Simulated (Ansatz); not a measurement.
# Ti3O4 (I4/mmm) in Ansatz: reference runs

Aim: a first look at Ti3O4 with PBEsol, on the cell as given and on a disturbed one.

Everything below comes from runs of Ansatz 0.2.0. Logs are shortened: lines on timing, memory, paths and dates and some standing lists are left out, and cuts for length are marked.

### Step 1. The crystal as given

It takes space group I4/mmm (No. 139, tetragonal). Conventional cell: a = 4.132 Å, b = 4.132 Å, c = 8.178 Å, α = 90.00°, β = 90.00°, γ = 90.00°. Ti (site symmetry -4m2) has 6 O at 2.04 to 2.07 Å as nearest neighbours. Around Ti (site symmetry 4/mmm) lie 6 O at 2.07 to 2.09 Å. Around O (site symmetry 4mm) lie 5 Ti at 2.07 to 2.09 Å. Around O (site symmetry mmm) lie 4 Ti at 2.04 to 2.07 Å.

The cell comes from a database or a generator and needn't be the stable form of this composition.

### Step 2. Single point, PBEsol

File input.yaml:

```yaml
crystal:
  lattice:
    - [-2.06590889, 2.06590889, 4.08913398]
    - [2.06590889, -2.06590889, 4.08913398]
    - [2.06590889, 2.06590889, -4.08913398]
  atoms:
    - { symbol: Ti, position: [0.75, 0.25, 0.5] }
    - { symbol: Ti, position: [0.5, 0.5, 0.0] }
    - { symbol: Ti, position: [0.25, 0.75, 0.5] }
    - { symbol: O, position: [0.75588486, 0.75588486, 0.0] }
    - { symbol: O, position: [0.5, 0.0, 0.5] }
    - { symbol: O, position: [0.24411514, 0.24411514, 0.0] }
    - { symbol: O, position: [0.0, 0.5, 0.5] }
hamiltonian:
  xc: pbesol
  pseudopotentials: { kind: paw }
kpoints:
  mp_grid: { grid: [9, 9, 9] }
scf:
  occupations: { method: fermi_dirac, width: 0.05 }
output:
  forces: true
  stress: true
  eigenvalues: true
```

Potentials or basis: Ansatz PAW.

Started as:

```sh
> ansatz run input.yaml --threads 4 --pin off --max-ram 11264MiB --backend cpu --events-out ev --progress --plain --runs-dir out
```

The program printed:

```text
Warning: RAYON_NUM_THREADS=4 ignored (pool sized by the plan → 4); use --threads N
Engine: ansatz 0.2.0, x86_64-unknown-linux-gnu
Pseudopotentials: kind: paw
Pseudopotential: Ti, paw, valence charge 12, recommended cutoff 420 eV (normal), Ti.paw.azcp
Pseudopotential: O, paw, valence charge 6, recommended cutoff 420 eV (normal), O.paw.azcp
Functional definition: PBEsol
  exchange = pbesol_x
  correlation = pbesol_c
Crystal: 7 atoms, lattice volume = 69.809 Å³
Basis set: ecut = 420 eV, 1361 PW (Γ), exchange–correlation on 72×72×72 points (8 copies of the dense FFT grid, shifted against one another)
Bands: 37, of which v1, the nominal top of the filled ones, is band 30 counted from 1 (29 counted from 0)
Symmetry: 16 space group operations
Space group: I4/mmm (ITA 139), of the structure as read, at distance tolerance 4.1e-5 Å
k-points: 75 of 729
Non-local potential: Ti, projectors of the file, l = 0: 3, l = 1: 2, l = 2: 3, l = 3: 1
Non-local potential: O, projectors of the file, l = 0: 2, l = 1: 2, l = 2: 1
PAW form: soft (Blöchl's): semilocal exchange-correlation on the pseudo side does not see the compensation charge
PAW frozen core: Ti, regenerated for the run's functional, and the local potential with it (the file was generated under x = pbe(κ = 0.804, μ = 0.2195149727645171), c = pbe(β = 0.06672455060314922))
PAW frozen core: O, regenerated for the run's functional, and the local potential with it (the file was generated under x = pbe(κ = 0.804, μ = 0.2195149727645171), c = pbe(β = 0.06672455060314922))
PAW one-centre angular grid: Ti, 590 points (default); XC on 64 Gauss nodes
PAW one-centre angular grid: O, 110 points (default); XC on 64 Gauss nodes
Initial density: superposition of atomic densities (neutral atoms: chi_scale 0, normalization atom), corrected by the library's trained network
Initial wavefunctions: pseudopotential atomic-orbital guess
Functional: x = pbesol(κ = 0.804, μ = 0.12345679012345678), c = pbesol(β = 0.046)
SCF iter   1: F=—  HF=-9675.265265 eV  |F-HF|=—  |Δ(HF+E_count)|=         —  Δρ=1.91e-2  dr2=2.42e-1  ethr=1.77e-3  ⟨swp⟩=5.1  Hψ=10827  notcnv=0  defer=4
preconditioner: auto → LDOS  [metal: Δε(μ)=0.048 eV  Ē_g=9.996 eV  σ=0.050 eV  W_gap=0.23  n_scr=22 (ndim 8)  ℏωp=26.7 eV  f_vac=0.024  D(μ)=2.35/eV (n_scr^D=14)  β→1.0]
SCF iter   2: F=—  HF=-9675.251273 eV  |F-HF|=—  |Δ(HF+E_count)|=   1.40e-2  Δρ=1.67e-2  dr2=1.33e-1  ethr=4.04e-4  ⟨swp⟩=2.1  Hψ=5242  notcnv=0  defer=1
SCF iter   3: F=—  HF=-9675.216466 eV  |F-HF|=—  |Δ(HF+E_count)|=   3.48e-2  Δρ=2.25e-3  dr2=2.81e-3  ethr=2.22e-4  ⟨swp⟩=2.2  Hψ=4639  notcnv=0  defer=1
SCF iter   4: F=—  HF=-9675.215956 eV  |F-HF|=—  |Δ(HF+E_count)|=   5.11e-4  Δρ=4.38e-4  dr2=1.17e-4  ethr=4.69e-6  ⟨swp⟩=2.0  Hψ=3895  notcnv=0  defer=1
SCF iter   5: F=—  HF=-9675.215942 eV  |F-HF|=—  |Δ(HF+E_count)|=   1.35e-5  Δρ=7.61e-5  dr2=2.12e-6  ethr=1.94e-7  ⟨swp⟩=2.1  Hψ=3817  notcnv=0  defer=1
SCF iter   6: F=—  HF=-9675.215950 eV  |F-HF|=—  |Δ(HF+E_count)|=   7.26e-6  Δρ=1.44e-5  dr2=7.88e-8  ethr=1.67e-10  ⟨swp⟩=4.4  Hψ=12515  notcnv=0
SCF iter   7: F=-9675.215950 eV  HF=-9675.215950 eV  |F-HF|=1.38e-9  |Δ(HF+E_count)|=   2.74e-8  Δρ=2.95e-6  dr2=4.38e-9  ethr=1.31e-10  ⟨swp⟩=2.1  Hψ=9272  notcnv=0
SCF 1 converged in 7 iterations: F = -9675.215950 eV  dr2 = 4.38e-9
SCF converged after 7 iterations
Free energy (F): -9675.215950 eV
Harris-Foulkes:  -9675.215950 eV  (|F-HF|=1.38e-9)
Internal energy: -9675.195047 eV  (E = F + TS)
E sigma→0 (E₀):  -9675.205498 eV
Entropy (-TS):   -0.020902 eV (-2.986 meV/atom)
Fermi energy:    14.666755 eV
--- Per-component energies (eV) ---
  E_band       = -406.610878
  E_kinetic    = 1524.169096
  E_local      = -3515.550591  (includes V_loc(G=0)·N_el)
  E_nonlocal   = 217.742702
  E_hartree    = 1381.813337
  E_xc         = -585.799958
  E_vxc        = -744.497263  (∫ρ·V_xc dr)
  E_paw        = -3675.826174  (= ΣΔE_a)
  E_vpaw       = -652.113740  (= ΣTr[D̂ρ^β])
  E_aug_tail   = 0.010084  (compensation charges beyond the density's cutoff)
  E_ewald      = -5022.312848
  E_core_change = 0.559305  (= ΣΔE_core)
  E_smearing   = -0.020902  (= −TS)
  E_closure    = -0.000000  (closes the sum)
  Σ components = -9675.215950   (vs F -9675.215950, Δ=0.00e0)
--- Forces (eV/Å), atoms counted from 1 ---
  atom   1  Ti     0.00000000     0.00000000    -0.00000000
  atom   2  Ti     0.00000000     0.00000000    -0.00000000
  atom   3  Ti    -0.00000000     0.00000000     0.00000000
  atom   4  O     -0.00000000     0.00000000    -0.01025488
  atom   5  O      0.00000000     0.00000000     0.00000000
  atom   6  O      0.00000000     0.00000000     0.01025488
  atom   7  O      0.00000000    -0.00000000     0.00000000
  max |Σ_I F_I| component: 5.20e-18 eV/Å
--- Stress (GPa, compression-positive) ---
       -5.533949       0.000000       0.000000
        0.000000      -5.533949      -0.000000
        0.000000      -0.000000      -6.145772
  P = ⅓ Tr σ = -5.7379 GPa (-57.379 kbar)
--- Band table (eV; the first three rows and the last of 75) ---
  k-point 0: bands = ["-43.3635", "-43.2507", "-43.1118", "-19.9223", "-19.9223", "-19.9208", "-19.7465", "-19.7091", "-19.7091", "-19.5004", "-19.5004", "-19.3372", "-6.8605", "-6.0990", "-5.5460", "-4.7591", "7.6393", "7.7120", "7.7120", "7.8289", "8.2829", "8.2829", "8.3541", "9.2012", "9.2012", "10.4695", "10.7696", "10.7696", "11.8043", "14.0069", "14.0069", "15.0254", "15.0987", "15.0987", "15.3119", "15.7366", "16.3122"]
  k-point 1: bands = ["-43.3562", "-43.2560", "-43.1134", "-19.9841", "-19.8749", "-19.8744", "-19.8189", "-19.7314", "-19.6493", "-19.5465", "-19.4890", "-19.3349", "-6.7349", "-6.0238", "-5.4833", "-4.7378", "7.3063", "7.5881", "7.6419", "7.7300", "7.9153", "8.2969", "8.6200", "8.7442", "8.9188", "10.3203", "10.3435", "10.6195", "12.3585", "14.0937", "14.1238", "15.1458", "15.1474", "15.3097", "15.8519", "15.9533", "16.2748"]
  k-point 2: bands = ["-43.3373", "-43.2692", "-43.1181", "-20.0665", "-19.9064", "-19.8256", "-19.8236", "-19.7533", "-19.6240", "-19.5892", "-19.4644", "-19.3343", "-6.4054", "-5.8313", "-5.3251", "-4.6831", "6.6245", "6.9347", "7.4528", "7.5490", "7.7992", "7.8264", "8.2029", "8.3099", "8.6347", "9.6728", "9.9314", "10.5268", "13.4787", "14.3604", "14.4438", "15.4025", "15.4875", "15.7585", "16.2147", "16.2532", "16.3559"]
  k-point 74: bands = ["-43.3401", "-43.2543", "-43.1321", "-19.9904", "-19.9832", "-19.8424", "-19.6978", "-19.6289", "-19.5830", "-19.5641", "-19.5587", "-19.4468", "-6.4139", "-6.2881", "-5.2370", "-5.1896", "7.1877", "7.3252", "7.4528", "7.6614", "8.8447", "8.9972", "9.2550", "9.2582", "9.5067", "9.7409", "10.2042", "10.3066", "12.1989", "12.4142", "12.4368", "14.6521", "15.7068", "16.0314", "16.0663", "16.2040", "16.6910"]
```

Run time: 2.8 s. Hardware: 4 threads of Intel Xeon Platinum 8375C at 2.90GHz (Ice Lake), shared host; peak memory 0.55 GiB.

What came out:

* Free energy: -9675.2159 eV
* Pressure: -5.7 GPa
* Largest force: 0.010 eV/Å
* Band gap on the k mesh: none (metal or under the smearing width)

Forces on the atoms (eV/Å):
```
Ti   0.000  0.000  0.000
Ti   0.000  0.000  0.000
Ti   0.000  0.000  0.000
O    0.000  0.000 -0.010
O    0.000  0.000  0.000
O    0.000  0.000  0.010
O    0.000  0.000  0.000
```

Levels at points of the mesh, in eV from the Fermi level:
```csv
k point,band 27,band 28,band 29,band 30,band 31,band 32,band 33,band 34,band 35,band 36
"(0.00, 0.00, 0.00)",-3.90,-3.90,-2.86,-0.66,-0.66,0.36,0.43,0.43,0.65,1.07
```

Caveat: the pressure holds a Pulay correction of +0.7 GPa for the finite cutoff; semilocal functionals often make such compounds metallic where correlation or magnetic order opens a gap, which also shifts bond lengths; the PAW data sets come from PBE, with cores solved anew for the run's functional, which leaves a small shift of forces and pressure.

### Step 3. Single point, PBEsol (atoms moved at random, drawn with an rms of 0.05 Å)

File input.yaml:

```yaml
crystal:
  lattice:
    - [-2.06590889, 2.06590889, 4.08913398]
    - [2.06590889, -2.06590889, 4.08913398]
    - [2.06590889, 2.06590889, -4.08913398]
  atoms:
    - { symbol: Ti, position: [0.736495, 0.247911, 0.486522] }
    - { symbol: Ti, position: [0.511058, 0.495745, 0.004421] }
    - { symbol: Ti, position: [0.257336, 0.767119, 0.512977] }
    - { symbol: O, position: [0.748008, 0.763298, -0.012538] }
    - { symbol: O, position: [0.502264, 0.006217, 0.50101] }
    - { symbol: O, position: [0.235165, 0.243467, 0.002383] }
    - { symbol: O, position: [-0.008242, 0.502424, 0.494136] }
hamiltonian:
  xc: pbesol
  pseudopotentials: { kind: paw }
kpoints:
  mp_grid: { grid: [9, 9, 9] }
scf:
  occupations: { method: fermi_dirac, width: 0.05 }
output:
  forces: true
  stress: true
  eigenvalues: true
```

Potentials or basis: Ansatz PAW.

Started as:

```sh
> ansatz run input.yaml --threads 4 --pin off --max-ram 11264MiB --backend cpu --events-out ev --progress --plain --runs-dir out
```

The program printed:

```text
Warning: RAYON_NUM_THREADS=4 ignored (pool sized by the plan → 4); use --threads N
[... 7 set-up lines as earlier in the session ...]
Crystal: 7 atoms, lattice volume = 69.809 Å³
Basis set: ecut = 420 eV, 1361 PW (Γ), exchange–correlation on 72×72×72 points (8 copies of the dense FFT grid, shifted against one another)
Bands: 37, of which v1, the nominal top of the filled ones, is band 30 counted from 1 (29 counted from 0)
Symmetry: 1 space group operations
Space group: P1 (ITA 1), of the structure as read, at distance tolerance 4.1e-5 Å
[... 36 lines left out ...]
  E_paw        = -3675.722986  (= ΣΔE_a)
  E_vpaw       = -652.021243  (= ΣTr[D̂ρ^β])
  E_aug_tail   = 0.010124  (compensation charges beyond the density's cutoff)
  E_ewald      = -5032.073558
  E_core_change = 0.559305  (= ΣΔE_core)
  E_smearing   = -0.018719  (= −TS)
  E_closure    = 0.000000  (closes the sum)
  Σ components = -9675.104319   (vs F -9675.104319, Δ=0.00e0)
--- Forces (eV/Å), atoms counted from 1 ---
  atom   1  Ti     0.10392078     0.35235242     0.30158310
  atom   2  Ti     0.37349738    -0.73579081    -0.11927272
  atom   3  Ti    -0.27596912    -0.65015406    -0.32333202
  atom   4  O     -0.11045611     0.77450375    -0.51432691
  atom   5  O     -0.19979437    -0.04663624    -0.27100899
  atom   6  O      0.11632712    -0.24051019     0.73254418
  atom   7  O     -0.00752818     0.54622415     0.19380203
  max |Σ_I F_I| component: 1.13e-5 eV/Å
--- Stress (GPa, compression-positive) ---
       -4.797266       0.003952      -0.128169
        0.003952      -5.500205      -0.072864
       -0.128169      -0.072865      -8.604636
  P = ⅓ Tr σ = -6.3007 GPa (-63.007 kbar)
--- Band table (eV; the first three rows and the last of 365) ---
  k-point 0: bands = ["-43.3758", "-43.2595", "-43.1236", "-19.9573", "-19.9294", "-19.9151", "-19.7865", "-19.7243", "-19.6939", "-19.5295", "-19.4971", "-19.3250", "-6.8044", "-6.0625", "-5.5380", "-4.7480", "7.6282", "7.7650", "7.7829", "7.8363", "8.2157", "8.2705", "8.4907", "9.2225", "9.2461", "10.4759", "10.7296", "10.8119", "11.8307", "13.8238", "14.0277", "15.0025", "15.0599", "15.1412", "15.3203", "15.6934", "16.2459"]
  k-point 1: bands = ["-43.3687", "-43.2646", "-43.1253", "-19.9912", "-19.9107", "-19.8776", "-19.8368", "-19.7352", "-19.6595", "-19.5565", "-19.5018", "-19.3237", "-6.6788", "-5.9882", "-5.4772", "-4.7262", "7.3588", "7.5885", "7.6472", "7.7874", "7.9206", "8.2671", "8.6786", "8.8042", "8.9693", "10.3057", "10.3438", "10.6645", "12.3668", "13.9351", "14.1317", "15.0507", "15.1453", "15.3357", "15.8511", "15.9135", "16.2471"]
  k-point 2: bands = ["-43.3502", "-43.2774", "-43.1300", "-20.0697", "-19.9346", "-19.8567", "-19.8340", "-19.7388", "-19.6483", "-19.5905", "-19.4785", "-19.3249", "-6.3487", "-5.7980", "-5.3253", "-4.6697", "6.6878", "6.9050", "7.5019", "7.6396", "7.8132", "7.8273", "8.1792", "8.3247", "8.7179", "9.7189", "9.9293", "10.5543", "13.4734", "14.2428", "14.4278", "15.3235", "15.4548", "15.7670", "16.1530", "16.2927", "16.3522"]
  k-point 364: bands = ["-43.3370", "-43.2856", "-43.1344", "-20.0903", "-19.9577", "-19.9273", "-19.8356", "-19.7025", "-19.6223", "-19.5721", "-19.4837", "-19.3305", "-6.0764", "-5.7318", "-5.2061", "-4.7109", "6.4491", "6.8175", "6.9797", "7.4342", "7.6887", "7.9646", "8.0236", "8.1828", "8.4133", "8.9830", "9.9663", "10.5594", "14.0429", "14.2197", "14.8670", "15.2133", "15.5582", "15.9563", "16.2048", "16.2550", "16.5585"]
```

It took 19 s on 4 threads of Intel Xeon Platinum 8375C at 2.90GHz (Ice Lake), shared host; peak memory 0.98 GiB.

What came out:

```
Free energy            : -9675.1043 eV
Pressure               : -6.3 GPa
Largest force          : 0.936 eV/Å
Band gap on the k mesh : none (metal or under the smearing width)
```

Forces in eV/Å, atoms in the order of the input:
```
Ti   0.104  0.352  0.302
Ti   0.373 -0.736 -0.119
Ti  -0.276 -0.650 -0.323
O   -0.110  0.775 -0.514
O   -0.200 -0.047 -0.271
O    0.116 -0.241  0.733
O   -0.008  0.546  0.194
```

Caveat: the pressure holds a Pulay correction of +0.7 GPa for the finite cutoff; semilocal functionals often make such compounds metallic where correlation or magnetic order opens a gap, which also shifts bond lengths; the PAW data sets come from PBE, with cores solved anew for the run's functional, which leaves a small shift of forces and pressure.
